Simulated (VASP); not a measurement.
# CsSnBr3 (Pm-3m) in VASP: settings compared, part 2 of 2

VASP 6.6.1. Earlier steps stand in the parts before.

### Step 3. Band structure, LDA, spin-orbit coupling, no magnetisation

Contents of INCAR:

```
SYSTEM = CsSnBr3
PREC = Accurate ; ENCUT = 520
EDIFF = 1E-7 ; ISMEAR = 0
SIGMA = 0.02 ; LREAL = .FALSE.
LASPH = .TRUE. ; NELM = 80
ALGO = Fast ; ISIF = 2
LWAVE = .FALSE. ; LCHARG = .FALSE.
MAGMOM = 0 0 0 0 0 0 0 0 0 0 0 0 0 0 0 ; LORBIT = 11
LSORBIT = .TRUE. ; GGA_COMPAT = .FALSE.
NBANDS = 59 ; KPAR = 4
```

Contents of KPOINTS:

```
Automatic mesh
0
G
  4 4 4
  0 0 0
```

Contents of POSCAR:

```
CsSnBr3
1.0
    5.8390056100      0.0000000000      0.0000000000
    0.0000000000      5.8390056100      0.0000000000
    0.0000000000      0.0000000000      5.8390056100
Cs Sn Br
1 1 3
Direct
    0.0000000000      0.0000000000      0.0000000000
    0.5000000000      0.5000000000      0.5000000000
    0.0000000000      0.5000000000      0.5000000000
    0.5000000000      0.5000000000      0.0000000000
    0.5000000000      0.0000000000      0.5000000000
```

Contents of KPOINTS_OPT:

```
path GXMGRX,MR
10
line-mode
reciprocal
 0.0000000000  0.0000000000  0.0000000000  G
 0.0000000000  0.5000000000  0.0000000000  X

 0.0000000000  0.5000000000  0.0000000000  X
 0.5000000000  0.5000000000  0.0000000000  M

 0.5000000000  0.5000000000  0.0000000000  M
 0.0000000000  0.0000000000  0.0000000000  G

 0.0000000000  0.0000000000  0.0000000000  G
 0.5000000000  0.5000000000  0.5000000000  R

 0.5000000000  0.5000000000  0.5000000000  R
 0.0000000000  0.5000000000  0.0000000000  X

 0.5000000000  0.5000000000  0.0000000000  M
 0.5000000000  0.5000000000  0.5000000000  R
```

Potentials or basis: VASP PAW LDA potentials, release 64 (Cs_sv, Sn_d, Br).

On the command line:

```sh
$ cat potpaw_LDA.64/Cs_sv/POTCAR potpaw_LDA.64/Sn_d/POTCAR potpaw_LDA.64/Br/POTCAR > POTCAR
$ mpirun -np 4 vasp_ncl > vasp.out
```

OUTCAR:

```text
SYSTEM = CsSnBr3
   PREC = Accurate
   ENCUT = 520
   EDIFF = 1E-7
   ISMEAR = 0
   LREAL = .FALSE.
   LASPH = .TRUE.
   NELM = 80
   ISIF = 2
   LORBIT = 11
   LSORBIT = .TRUE.

 ion  position               nearest neighbor table
   1  0.000  0.000  0.000-
   2  0.500  0.500  0.500-   3 2.92   4 2.92   5 2.92   4 2.92   5 2.92   3 2.92
   3  0.000  0.500  0.500-   2 2.92   2 2.92
   4  0.500  0.500  0.000-   2 2.92   2 2.92
   5  0.500  0.000  0.500-   2 2.92   2 2.92

  LATTYP: Found a simple cubic cell.
 ALAT       =     5.8390056100

  Lattice vectors:

 A1 = (   5.8390056100,   0.0000000000,   0.0000000000)
 A2 = (   0.0000000000,   5.8390056100,   0.0000000000)
 A3 = (   0.0000000000,   0.0000000000,   5.8390056100)

Analysis of symmetry for initial positions (statically):
=====================================================================
 Subroutine PRICEL returns:
 Original cell was already a primitive cell.

 Routine SETGRP: Setting up the symmetry group for a
 simple cubic supercell.

 Subroutine GETGRP returns: Found 48 space group operations
 (whereof 48 operations were pure point group operations)
 out of a pool of 48 trial point group operations.

The static configuration has the point symmetry O_h .

Analysis of symmetry for dynamics (positions and initial velocities):
=====================================================================
 Subroutine PRICEL returns:
 Original cell was already a primitive cell.

 Routine SETGRP: Setting up the symmetry group for a
 simple cubic supercell.

 Subroutine GETGRP returns: Found 48 space group operations
 (whereof 48 operations were pure point group operations)
 out of a pool of 48 trial point group operations.

The dynamic configuration has the point symmetry O_h .

Analysis of structural, dynamic, and magnetic symmetry:
=====================================================================
 Subroutine PRICEL returns:
 Original cell was already a primitive cell.

 Routine SETGRP: Setting up the symmetry group for a
 simple cubic supercell.

 Subroutine GETGRP returns: Found 48 space group operations
 (whereof 48 operations were pure point group operations)
 out of a pool of 48 trial point group operations.

The overall configuration has the point symmetry O_h .

 Subroutine INISYM returns: Found 48 space group operations
 (whereof 48 operations are pure point group operations),
 and found     1 'primitive' translations

----------------------------------------------------------------------------------------

                                     Primitive cell

  volume of cell :     199.0750

[... 130 lines left out ...]
  ---------------------------------------------------
  free energy    TOTEN  =       -17.99279915 eV

  energy without entropy =      -17.99275303  energy(sigma->0) =      -17.99277609

 E-fermi :   1.9910     XC(G=0):  -8.0704

 val. band max:        1.9624624899   @ k =   0.5000   0.5000   0.5000
 cond. band min:       2.0195131850   @ k =   0.5000   0.5000   0.5000
 fundamental gap:      0.0570506951
 Fermi energy:         1.9909878373

 k-point     1 :       0.0000    0.0000    0.0000
  band No.  band energies     occupation
      1     -20.7090      1.00000
      2     -20.7090      1.00000
      3     -20.7090      1.00000
      4     -20.7090      1.00000
      5     -20.1641      1.00000
      6     -20.1641      1.00000
[... 579 lines left out ...]
     55       6.1826      0.00000
     56       6.1826      0.00000
 [bands above 56 left out]

------------------------ aborting loop because EDIFF is reached ----------------------------------------

  FORCE on cell =-STRESS in cart. coord.  units (eV):
  Direction    XX          YY          ZZ          XY          YZ          ZX
  --------------------------------------------------------------------------------------
  -------------------------------------------------------------------------------------
  Total       -2.1292394     -2.1292394     -2.1292394     -0.0000000     -0.0000000     -0.0000000
  in kB      -17.1363526    -17.1363526    -17.1363526     -0.0000000     -0.0000000     -0.0000000
  external PRESSURE =     -17.1363526 kB  Pullay stress =       0.0000000 kB

 VOLUME and BASIS-vectors are now :
 -----------------------------------------------------------------------------
  energy-cutoff  :      520.00
  volume of cell :      199.07
      direct lattice vectors                 reciprocal lattice vectors
     5.839005610  0.000000000  0.000000000     0.171262038  0.000000000  0.000000000
     0.000000000  5.839005610  0.000000000     0.000000000  0.171262038  0.000000000
     0.000000000  0.000000000  5.839005610     0.000000000  0.000000000  0.171262038

 POSITION                                       TOTAL-FORCE (eV/Angst)
 -----------------------------------------------------------------------------------
      0.00000      0.00000      0.00000         0.000000      0.000000      0.000000
      2.91950      2.91950      2.91950         0.000000      0.000000      0.000000
      0.00000      2.91950      2.91950         0.000000      0.000000      0.000000
      2.91950      2.91950      0.00000         0.000000      0.000000      0.000000
      2.91950      0.00000      2.91950         0.000000      0.000000      0.000000
 -----------------------------------------------------------------------------------
    total drift:                                0.000000     -0.000000     -0.000000

  FREE ENERGIE OF THE ION-ELECTRON SYSTEM (eV)
  ---------------------------------------------------
  free  energy   TOTEN  =       -17.9927991468 eV

  energy  without entropy=      -17.9927530314  energy(sigma->0) =      -17.99277609

 Spin-Orbit-Coupling matrix elements

 Ion:    1  E_soc:     -0.2947652
 l=   1
     0.0000000    -0.0491075    -0.0491075
    -0.0491075     0.0000000    -0.0491075
    -0.0491075    -0.0491075     0.0000000
 l=   2
     0.0000000    -0.0000037     0.0000000    -0.0000037    -0.0000163
    -0.0000037     0.0000000    -0.0000122    -0.0000037    -0.0000041
     0.0000000    -0.0000122     0.0000000    -0.0000122     0.0000000
    -0.0000037    -0.0000037    -0.0000122     0.0000000    -0.0000041
    -0.0000163    -0.0000041     0.0000000    -0.0000041     0.0000000
 l=   3
     0.0000000     0.0000000     0.0000000     0.0000000     0.0000000     0.0000000     0.0000000
     0.0000000     0.0000000     0.0000000     0.0000000     0.0000000     0.0000000     0.0000000
     0.0000000     0.0000000     0.0000000     0.0000000     0.0000000     0.0000000     0.0000000
     0.0000000     0.0000000     0.0000000     0.0000000     0.0000000     0.0000000     0.0000000
[... 69 lines left out ...]
 l=   2
     0.0000000    -0.0000011     0.0000000    -0.0000002     0.0000036
    -0.0000011     0.0000000     0.0000015    -0.0000002     0.0000022
     0.0000000     0.0000015     0.0000000    -0.0000002     0.0000000
    -0.0000002    -0.0000002    -0.0000002     0.0000000    -0.0000001
     0.0000036     0.0000022     0.0000000    -0.0000001     0.0000000
 l=   3
     0.0000000     0.0000000     0.0000000     0.0000000     0.0000000     0.0000000     0.0000000
     0.0000000     0.0000000     0.0000000     0.0000000     0.0000000     0.0000000     0.0000000
     0.0000000     0.0000000     0.0000000     0.0000000     0.0000000     0.0000000     0.0000000
     0.0000000     0.0000000     0.0000000     0.0000000     0.0000000     0.0000000     0.0000000
     0.0000000     0.0000000     0.0000000     0.0000000     0.0000000     0.0000000     0.0000000
     0.0000000     0.0000000     0.0000000     0.0000000     0.0000000     0.0000000     0.0000000
     0.0000000     0.0000000     0.0000000     0.0000000     0.0000000     0.0000000     0.0000000

 total charge

# of ion       s       p       d       tot
------------------------------------------
    1        1.826   4.683   0.013   6.522
    2        1.441   0.584   9.998  12.022
    3        1.615   3.220   0.010   4.844
    4        1.615   3.220   0.010   4.844
    5        1.615   3.220   0.010   4.844
--------------------------------------------------
tot          8.110  14.926  10.040  33.076

 magnetization (x)

# of ion       s       p       d       tot
------------------------------------------
    1        0.000   0.000   0.000   0.000
    2        0.000   0.000   0.000   0.000
    3        0.000   0.000   0.000   0.000
    4        0.000  -0.000   0.000  -0.000
    5       -0.000   0.000   0.000   0.000
--------------------------------------------------
tot          0.000   0.000   0.000   0.000

 magnetization (y)

# of ion       s       p       d       tot
------------------------------------------
    1        0.000  -0.000   0.000  -0.000
    2        0.000   0.000   0.000   0.000
    3        0.000   0.000  -0.000   0.000
    4       -0.000   0.000   0.000   0.000
    5        0.000   0.000   0.000   0.000
--------------------------------------------------
tot          0.000   0.000   0.000   0.000

 magnetization (z)

# of ion       s       p       d       tot
------------------------------------------
    1       -0.000   0.000   0.000   0.000
    2       -0.000   0.000   0.000  -0.000
    3        0.000   0.000  -0.000  -0.000
    4        0.000   0.000  -0.000   0.000
    5       -0.000   0.000   0.000   0.000
--------------------------------------------------
tot         -0.000   0.000   0.000   0.000
```

Wall time 3.5 min (4 MPI ranks of AMD EPYC 9R45 (Zen 5), shared host); peak memory 0.74 GiB.

What came out:

```
Free energy                                           : -17.9928 eV
Pressure                                              : -1.7 GPa
Valence electrons inside the program's atomic spheres : Cs 6.52; Sn 12.02; Br 4.84
```

### Step 4. For comparison

An earlier run on the cell as given: functional PBEsol; potentials or basis VASP PAW PBE potentials, release 64 (Cs_sv, Sn_d, Br); cutoff 520 eV; k mesh 5 × 5 × 5; occupations fermi-dirac, width 0.05 eV; no spin polarisation.

* Pressure: -0.9 GPa
* Band gap on the k mesh: 1.83 eV, direct

### Step 5. Overview

```tsv
task	level	potentials or basis	spin	k mesh	smearing	pressure (GPa)
band structure	PBE	VASP PAW PBE potentials, release 64 (Cs_sv, Sn_d, Br)	SOC, no magnetisation	4 × 4 × 4	gaussian 0.02 eV	0.8
band structure	LDA	VASP PAW LDA potentials, release 64 (Cs_sv, Sn_d, Br)	SOC, no magnetisation	4 × 4 × 4	gaussian 0.02 eV	-1.7
single point	PBEsol	VASP PAW PBE potentials, release 64 (Cs_sv, Sn_d, Br)	off	5 × 5 × 5	fermi-dirac 0.05 eV	-0.9
```

Alike in all rows: cell as given; cutoff (eV) 520.

Caveats: the PAW data sets were made with another functional, which shifts forces and pressure a little (some runs); spin-orbit coupling is left out, which moves the levels of the heavy elements (some runs); an odd mesh through Γ misses points on the zone boundary, where band edges often lie (some runs).

Absolute energies hang on the potentials; compare differences alone.
